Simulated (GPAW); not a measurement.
The system is KI.

```
I K
1.0
     0.00000    3.53277    3.53277
     3.53277    0.00000    3.53277
     3.53277    3.53277    0.00000
I K
1 1
Direct
  0.50000 0.50000 0.50000
  0.00000 0.00000 0.00000
```

| Quantity | Value |
| --- | --- |
| Program | GPAW 26.7.0 |
| Task | relaxation of cell and atoms |
| Functional | RPBE |
| Potentials or basis | the program's PAW data sets (release 1.2.1) made for this functional |
| Cutoff | 600 eV |
| Basis | pw |
| k mesh | 7 × 7 × 7 |
| Occupations | fermi-dirac, width 0.05 eV |
| Spin | no spin polarisation |

At the start: pressure 1.7 GPa; volume 44.09 Å³/atom.

Problem. Where does the relaxation end?

Solution. Over 4 steps the energy falls by 33.4 meV/atom and the volume is 50.96 Å³/atom (+15.6 %); space group Fm-3m (No. 225, to 0.05 Å).

The path:
| step | energy change (eV) | largest force (eV/Å) | pressure (GPa) | volume (Å³) |
| --- | --- | --- | --- | --- |
| 1 | 0.0000 | 0.0000 | 1.73 | 88.18 |
| 2 | -0.0093 | 0.0000 | 1.57 | 89.08 |
| 3 | -0.0654 | 0.0000 | 0.19 | 100.04 |
| 4 | -0.0667 | 0.0000 | 0.03 | 101.91 |

Final structure:
```cif
data_structure
_symmetry_space_group_name_H-M 'P 1'
_symmetry_Int_Tables_number 1
_cell_length_a 5.2431
_cell_length_b 5.2431
_cell_length_c 5.2431
_cell_angle_alpha 60.000
_cell_angle_beta 60.000
_cell_angle_gamma 60.000
_cell_volume 101.91
loop_
_atom_site_label
_atom_site_type_symbol
_atom_site_fract_x
_atom_site_fract_y
_atom_site_fract_z
_atom_site_occupancy
I1 I 0.50000 0.50000 0.50000 1
K1 K 0.00000 0.00000 0.00000 1
```

Caveat: later steps reuse the first step's grids; the volume moved by over 15 % at a fixed basis, so the end points are rough.
